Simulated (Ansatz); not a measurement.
## How much does Ga in Cu(100), 2x2 scatter?

Aim: the resistance that Ga in Cu(100), 2x2 adds to the host.

Method: Ansatz plane-wave DFT, PBE, PAW files; ballistic transport by layer matching (Landauer), zero bias; PAW set soft_1, in the first sound run; inputs show where later runs differ, in Ansatz 0.2.0.

This is a report of a sequence of runs, with most program output left out.

### 1. Set-up

The cell holds 56 atoms: 55 Cu and 1 Ga. Cell: a = 5.112 Å, b = 5.112 Å, c = 25.305 Å, α = 90.0°, β = 90.0°, γ = 90.0°. It derives from Cu. Regions: lead, 32 atoms (32 Cu); scattering region, 24 atoms (23 Cu and 1 Ga). The structure is stacked along c, and the current runs across the ab planes.

### 2. Transmission at ideal sites

The defect sits in one plane of the supercell, all atoms on ideal sites; the layers about the cell's end are the lead. The mesh across the current, 10×10, is finer than the density's, because channels open and close sharply across the zone. Energies from -0.1 to 0.1 eV in steps of 0.05 eV are too few for the program's thermal sum, so it prints no conductance; for a metal the transmission near the Fermi level serves, at a fraction of the cost.

Input file input.yaml:

```yaml
crystal:
  lattice:
    - [5.1123254594, 0.0, 0.0]
    - [0.0, 5.1123254594, 0.0]
    - [0.0, 0.0, 25.30472]
  atoms:
    - { symbol: Cu, position: [0.0, 0.0, 0.0357142857] }
    - { symbol: Cu, position: [0.0, 0.5, 0.0357142857] }
    - { symbol: Cu, position: [0.5, 0.0, 0.0357142857] }
    - { symbol: Cu, position: [0.5, 0.5, 0.0357142857] }
    - { symbol: Cu, position: [0.25, 0.25, 0.1071428571] }
    - { symbol: Cu, position: [0.25, 0.75, 0.1071428571] }
    - { symbol: Cu, position: [0.75, 0.25, 0.1071428571] }
    - { symbol: Cu, position: [0.75, 0.75, 0.1071428571] }
[... 44 atom lines left out ...]
    - { symbol: Cu, position: [0.25, 0.25, 0.9642857143] }
    - { symbol: Cu, position: [0.25, 0.75, 0.9642857143] }
    - { symbol: Cu, position: [0.75, 0.25, 0.9642857143] }
    - { symbol: Cu, position: [0.75, 0.75, 0.9642857143] }
kpoints:
  mp_grid: { grid: [4, 4, 1] }
hamiltonian:
  xc: pbe
  pseudopotentials: { kind: paw, azcp: { folder: soft_1 } }
scf:
  occupations: { method: fermi_dirac, width: 0.1 }
output:
  transmission: { leads: [[0, 4]], kmesh: [10, 10], e_range: [-0.1, 0.1], de: 0.05 }
  write_potential: true
  write_density: true
  volumetric_format: npy
  elf: true
```

Run with:

```console
> ansatz run input.yaml --threads 4 --pin off --max-ram 15360MiB --backend cpu --events-out ev --progress --plain --runs-dir out
```

Wall time 8.7 min (4 threads of Arm Neoverse N1, shared host); peak memory 7.4 GiB; 33 min of CPU time.

This step gave:

```
free energy                                    : -368168.3096 eV
energy at zero smearing                        : -368167.9250 eV
Fermi energy                                   : 16.42 eV
cell area                                      : 26.14 Å²
transmission per spin nearest the Fermi level  : 3.172
open channels per spin nearest the Fermi level : 3.65
step of the lead's potential                   : 0.9 meV
```

Per spin. Table of transmission, zone mean by energy, zero at the Fermi level:

```
energy (eV)  transmission, zone mean
    -0.1000                     3.21
    -0.0500                     3.20
     0.0000                     3.17
     0.0500                     3.20
     0.1000                     3.21
```

Per spin. Table of open channels, zone mean, lead by energy, zero at the Fermi level:

| energy (eV) | open channels, zone mean, lead |
| --- | --- |
| -0.1000 | 3.57 |
| -0.0500 | 3.57 |
| 0.0000 | 3.65 |
| 0.0500 | 3.65 |
| 0.1000 | 3.65 |

Transmission over k1 and k2. At 0.0000 eV from the Fermi level.

Ten even steps from '_' (0.97) to '@' (3.93):
```
@@@@@@@@@@--@@@@@@@@
@@@@@@@@%%**%%@@@@@@
@@@@@@@@::--::@@@@@@
@@@@%%::______::%%@@
----**--______--**--
@@@@%%::______::%%@@
@@@@@@@@::--::@@@@@@
@@@@@@@@%%**%%@@@@@@
@@@@@@@@@@--@@@@@@@@
@@@@@@@@@@--@@@@@@@@
```
Columns: k1 (b1) from -0.5 to 0.4; rows upwards: k2 (b2) from -0.5 to 0.4.

Open channels over k1 and k2. At 0.0000 eV from the Fermi level.

Ten even steps from '0' (1.00) to '9' (4.00):
```
9999999999
9999999999
9999636999
9996636699
3993303399
9996636699
9999636999
9999999999
9999999999
9999939999
```
Columns: k1 (b1) from -0.5 to 0.4; rows upwards: k2 (b2) from -0.5 to 0.4.

Electrostatic potential energy in the ca plane at fractional y = 0.250, with atoms of Cu and Ga within 0.2 Å of it. With pseudopotentials it is smooth inside the atoms' cores, unlike the true potential.

Ten even steps from '0' (-51 eV) to '9' (19 eV), each cell a mean:
```
99998899999999889999999988999999998899999999
99974469999997446999999744699999974479999997
99840038999984003899998300389999830038999983
99830027999983002799998300279999830027999983
99852258999985225899998522589999952258999985
99987789999998778999999877899999987789999998
99999999999999999999999999999999999999999999
99998899999999889999999988899999998899999999
99974469999997446999998899889999974479999997
99840038999984003899998999989999830038999983
99830027999983002799998999989999830027999983
99852258999985225899998899889999852258999985
99987789999998778999999888899999987789999998
99999999999999999999999999999999999999999999
```
Columns run along c (16.0 Å, from fractional 0.18 to 0.82 of the cell; values clipped at the 3rd and 97th percentile), rows up along a (5.1 Å). Atoms in or near the plane, at fractional coordinates: Cu at (0.25, 0.25), Cu at (0.25, 0.75), Cu at (0.39, 0.25), Cu at (0.39, 0.75), Ga at (0.54, 0.25), Cu at (0.54, 0.75), Cu at (0.68, 0.25), Cu at (0.68, 0.75).

Valence density in the ca plane at fractional y = 0.250, with atoms of Cu and Ga within 0.2 Å of it. It is the smooth field of the valence electrons, not physical close to the nuclei.

Ten steps, logarithmic in the rise over the least value, from '0' (0 e/Å³) to '9' (42 e/Å³), each cell a mean:
```
00000100000000010000000011000000001100000000
00024420000002442000000244200000024420000002
00148951000015895100001588510000158851000014
00159961000015996100001599610000159961000015
00036741000003663100000366410000036631000013
00012210000001221000000122100000012210000001
00000000000000000000000000000000000000000000
00000100000000010000000000000000001100000000
00024420000002442000000133100000024420000002
00148951000015895100001477410000158851000014
00159961000015996100001488510000159961000015
00036741000003663100000255200000036631000013
00012210000001221000000011100000012210000001
00000000000000000000000000000000000000000000
```
Columns run along c (16.0 Å, from fractional 0.18 to 0.82 of the cell), rows up along a (5.1 Å). Atoms in or near the plane, at fractional coordinates: Cu at (0.25, 0.25), Cu at (0.25, 0.75), Cu at (0.39, 0.25), Cu at (0.39, 0.75), Ga at (0.54, 0.25), Cu at (0.54, 0.75), Cu at (0.68, 0.25), Cu at (0.68, 0.75).

ELF in the ca plane at fractional y = 0.250, with atoms of Cu and Ga within 0.2 Å of it. It is the smooth field of the valence electrons, not physical close to the nuclei.

Values, 8 rows by 16 columns, each cell a mean:
```
0.24 0.18 0.21 0.24 0.24 0.17 0.24 0.24 0.21 0.20 0.25 0.25 0.18 0.22 0.23 0.23
0.22 0.31 0.21 0.24 0.18 0.36 0.19 0.24 0.22 0.30 0.23 0.21 0.34 0.18 0.24 0.18
0.22 0.23 0.19 0.24 0.19 0.25 0.20 0.25 0.19 0.23 0.23 0.22 0.25 0.18 0.24 0.18
0.25 0.21 0.24 0.23 0.26 0.20 0.26 0.24 0.26 0.25 0.25 0.26 0.20 0.25 0.23 0.25
0.24 0.18 0.21 0.24 0.23 0.17 0.24 0.25 0.30 0.28 0.28 0.25 0.18 0.22 0.23 0.23
0.22 0.31 0.21 0.24 0.18 0.36 0.19 0.27 0.17 0.12 0.28 0.20 0.34 0.18 0.24 0.18
0.22 0.23 0.19 0.24 0.19 0.25 0.20 0.27 0.20 0.16 0.29 0.21 0.25 0.18 0.24 0.18
0.25 0.21 0.24 0.23 0.26 0.20 0.26 0.24 0.32 0.31 0.27 0.26 0.20 0.25 0.23 0.25
```
Columns run along c (16.0 Å, from fractional 0.18 to 0.82 of the cell), rows up along a (5.1 Å). Atoms in or near the plane, at fractional coordinates: Cu at (0.25, 0.25), Cu at (0.25, 0.75), Cu at (0.39, 0.25), Cu at (0.39, 0.75), Ga at (0.54, 0.25), Cu at (0.54, 0.75), Cu at (0.68, 0.25), Cu at (0.68, 0.75).

Over the solved energies the transmission per spin lies between 3.17 and 3.21, out of 3.62 channels of the lead on average (up to 3.65).

### 3. Resistance at ideal sites

This step: Ansatz plane-wave DFT, PBE, PAW files; ballistic transport by layer matching (Landauer), zero bias; area resistance of the defect plane and resistivity an atomic per cent; PAW set soft_1 (Ansatz 0.2.0).

Numbers from this step:

| Quantity | Value |
| --- | --- |
| area resistance | 0.1261 fΩ m² |
| T over the leads' mean channel count | 0.8807 |
| resistivity per at.% scaled from this dense plane, with the factor 3/4 for isotropic scattering | 2.094 µΩ cm |

Averaged over the energies near the Fermi level, 88.1 % of the channels pass, which makes 0.126 fΩ m².

By hand, with T and the leads' channels N averaged over the energies near the Fermi level: RA = A (h/2e²)(1/T − 1/N) = 26.14×10⁻²⁰ m² × 12 906 Ω × (1/3.191 − 1/3.623) = 0.126 fΩ m². Per atomic per cent: RA × A / V_atom × 0.01 × 3/4 = 2.09 µΩ cm, with the host's V_atom = 11.81 Å³.

### 4. Relaxing the neighbours

The neighbours of the defect are let go while the lead's layers stay on their sites, since a lead must repeat to 0.01 Å.

This step: Ansatz plane-wave DFT, PBE, PAW files; relaxation with the lead's layers held; PAW set soft_1 (Ansatz 0.2.0).

Changes to input.yaml since step 2:

```diff
@@ -69,7 +69,6 @@
   occupations: { method: fermi_dirac, width: 0.1 }
-output:
-  transmission: { leads: [[0, 4]], kmesh: [10, 10], e_range: [-0.1, 0.1], de: 0.05 }
-  write_potential: true
-  write_density: true
-  volumetric_format: npy
-  elf: true
+relax:
+  f_tol: 0.03
+  max_steps: 40
+  constraints:
+    - { sites: [0, 1, 2, 3, 4, 5, 6, 7, 8, 9, 10, 11, 12, 13, 14, 15, 40, 41, 42, 43, 44, 45, 46, 47, 48, 49, 50, 51, 52, 53, 54, 55] }
```

Run time: 11 min. Hardware: 4 threads; peak memory 6.7 GiB.

The steps of the relaxation:

| step | energy less that of the first step (eV) | largest force component (eV/Å) |
| --- | --- | --- |
| 1 | 0.0000 | 0.1394 |
| 2 | -0.0137 | 0.0831 |
| 3 | -0.0214 | 0.0045 |

The atoms that moved most (Å):

```csv
atom,dx,dy,dz,length
Cu25,-0.005,-0.005,-0.034,0.035
Cu26,-0.005,0.005,-0.034,0.035
Cu27,0.005,-0.005,-0.034,0.035
Cu28,0.005,0.005,-0.034,0.035
Cu21,0.000,0.000,-0.035,0.035
Cu24,0.000,0.000,-0.030,0.030
Cu33,-0.005,-0.005,0.021,0.022
Cu35,0.005,-0.005,0.021,0.022
```

This step gave:

```
free energy             : -368168.3310 eV
energy at zero smearing : -368167.9481 eV
```

The largest force component on a free atom ends at 0.0045 eV/Å, under the tolerance of 0.03, after 3 steps.

### 5. Transmission after relaxation, relaxed yes

The transmission is solved again on the relaxed atoms.

This step: Ansatz plane-wave DFT, PBE, PAW files; ballistic transport by layer matching (Landauer), zero bias; PAW set soft_1 (Ansatz 0.2.0).

Input file input.yaml:

```yaml
crystal:
  lattice:
    - [5.1123254594, 0.0, 0.0]
    - [0.0, 5.1123254594, 0.0]
    - [0.0, 0.0, 25.30472]
  atoms:
    - { symbol: Cu, position: [0.0, 0.0, 0.0357142857] }
    - { symbol: Cu, position: [0.0, 0.5, 0.0357142857] }
    - { symbol: Cu, position: [0.5, 0.0, 0.0357142857] }
    - { symbol: Cu, position: [0.5, 0.5, 0.0357142857] }
    - { symbol: Cu, position: [0.25, 0.25, 0.1071428571] }
    - { symbol: Cu, position: [0.25, 0.75, 0.1071428571] }
    - { symbol: Cu, position: [0.75, 0.25, 0.1071428571] }
    - { symbol: Cu, position: [0.75, 0.75, 0.1071428571] }
[... 44 atom lines left out ...]
    - { symbol: Cu, position: [0.25, 0.25, 0.9642857143] }
    - { symbol: Cu, position: [0.25, 0.75, 0.9642857143] }
    - { symbol: Cu, position: [0.75, 0.25, 0.9642857143] }
    - { symbol: Cu, position: [0.75, 0.75, 0.9642857143] }
kpoints:
  mp_grid: { grid: [4, 4, 1] }
hamiltonian:
  xc: pbe
  pseudopotentials: { kind: paw, azcp: { folder: soft_1 } }
scf:
  occupations: { method: fermi_dirac, width: 0.1 }
output:
  transmission: { leads: [[0, 4]], kmesh: [8, 8], e_range: [-0.05, 0.05], de: 0.05 }
  write_potential: true
  write_density: true
  volumetric_format: npy
```

It took 9 min on 4 threads; peak memory 6.5 GiB; 35 min of CPU time.

This step gave:

```
energy at zero smearing                        : -368167.9480 eV
transmission per spin nearest the Fermi level  : 3.279
open channels per spin nearest the Fermi level : 3.703
```

Per spin. Table of transmission, zone mean by energy, zero at the Fermi level:

| energy (eV) | transmission, zone mean |
| --- | --- |
| -0.0500 | 3.26 |
| 0.0000 | 3.28 |
| 0.0500 | 3.27 |

Transmission over k1 and k2. At 0.0000 eV from the Fermi level.

Ten even steps from '0' (0.96) to '9' (3.92):
```
99995999
99984899
99831389
35410145
99831389
99984899
99995999
99993999
```
Columns: k1 (b1) from -0.5 to 0.375; rows upwards: k2 (b2) from -0.5 to 0.375.

Over the solved energies the transmission per spin lies between 3.26 and 3.28, out of 3.70 channels of the lead on average (up to 3.70).

### 6. Resistance after relaxation

This step: Ansatz plane-wave DFT, PBE, PAW files; ballistic transport by layer matching (Landauer), zero bias; area resistance of the defect plane and resistivity an atomic per cent; PAW set soft_1 (Ansatz 0.2.0).

Numbers from this step:

```yaml
area_resistance: 0.1203 fΩ m²
t_over_the_leads_mean_channel_count: 0.8833
resistivity_per_at_scaled_from_this_dense_plane_with_the_factor_3_over_4_for_isotropic_scattering: 1.997 µΩ cm
```

Averaged over the energies near the Fermi level, 88.3 % of the channels pass, which makes 0.120 fΩ m², against 0.126 on ideal sites.

### 7. Results

| Item | Value |
| --- | --- |
| share of channels that pass, rigid | 0.881 |
| area resistance, rigid | 0.126 fΩ m² |
| resistivity per at.% from the area resistance, times 3/4, rigid | 2.09 µΩ cm |
| share of channels that pass, relaxed | 0.883 |
| area resistance, relaxed | 0.120 fΩ m² |
| resistivity per at.% from the area resistance, times 3/4, relaxed | 2.00 µΩ cm |

What this shows: The plane of defects adds 0.12 fΩ m². Scaled to one atomic per cent that is 2.7 µΩ cm as it stands and 2.0 with the factor 3/4 for isotropic scattering on a spherical Fermi surface. These are rough estimates of the dilute value, not bounds. One Ga in each 2x2 cell reflects 12 % of the lead's channels. The relaxed cell differs by -4.6 % in resistance; between the two runs the lead's own channel count goes from 3.62 to 3.70, so sampling may have a part in it. The defects form a dense periodic sheet that scatters coherently, unlike a dilute random alloy. T and N are means over the solved energies nearest the Fermi level.

[Logs are printed without paths, hosts, clocks, repeated set-up lines and the standing remarks that a program may print on its own settings, such as how far it seeks lower states.]

[Hosts, paths, dates, database ids (printed as entryN), source tags and the programs' standing remarks are cut or masked in the printed files.]
